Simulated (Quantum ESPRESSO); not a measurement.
Hf: relaxation of the atoms with revPBE+D2

Hf, a sheet with vacuum:

```
Hf
1.0
     2.93352    0.00000    0.00000
    -1.46676    2.54050    0.00000
     0.00000    0.00000   23.80000
Hf
1
Cartesian
  0.0000 0.0000 7.0001
```

The cell was built by a generator and needn't be a form met in nature.

* Program: Quantum ESPRESSO 7.5
* Task: relaxation of the atoms
* Functional: revPBE
* Dispersion: D2
* Potentials or basis: JTH 2.0 PBE
* Cutoff: 490 eV
* Density cutoff: 2939 eV
* k mesh: 10 × 10 × 1
* Occupations: cold, width 0.2 eV
* Spin: no spin polarisation
* Boundary across the vacuum: none
* Real-space augmentation (tqr): yes
* Most ionic steps: 40
* Forc conv thr: 0.001 Ry/bohr
* Etot conv thr: 0.0001 Ry
* Upscale: 10
* Ion dynamics: bfgs
* Mixing mode: local-TF
* Mixing beta: 0.3
* Most SCF iterations: 150
* SCF threshold: 2e-08 Ry

* Band gap on the k mesh: none (metal or under the smearing width)
* Work function of the upper face: 4.29 eV
* Work function of the lower face: 4.29 eV

Final structure:
```
Hf
1.0
     2.93352    0.00000    0.00000
    -1.46676    2.54050    0.00000
     0.00000    0.00000   23.80000
Hf
1
Direct
  0.00000 0.00000 0.29412
```

Levels at points of the mesh, in eV from the Fermi level:
```csv
k point,band 2,band 3,band 4,band 5,band 6,band 7,band 8,band 9,band 10,band 11
"(0.00, 0.00, 0.00)",-30.80,-30.00,-30.00,-5.56,-0.26,0.21,1.81,1.81,3.02,3.25
"(0.00, -0.50, 0.00)",-31.21,-30.62,-30.28,-2.81,-1.04,2.41,2.61,4.00,6.09,7.89
"(-0.50, 0.00, 0.00)",-31.21,-30.62,-30.28,-2.81,-1.04,2.41,2.61,4.00,6.09,7.89
```

It took 37 s on 2 MPI ranks on Arm Neoverse V1, on a shared host, peak memory 0.24 GiB a rank.

Caveat: real space augmentation costs some meV and hundredths of eV per Å; the relaxation stopped at its first step, so nothing moved. Spin-orbit coupling is left out, which matters for the levels of Hf.
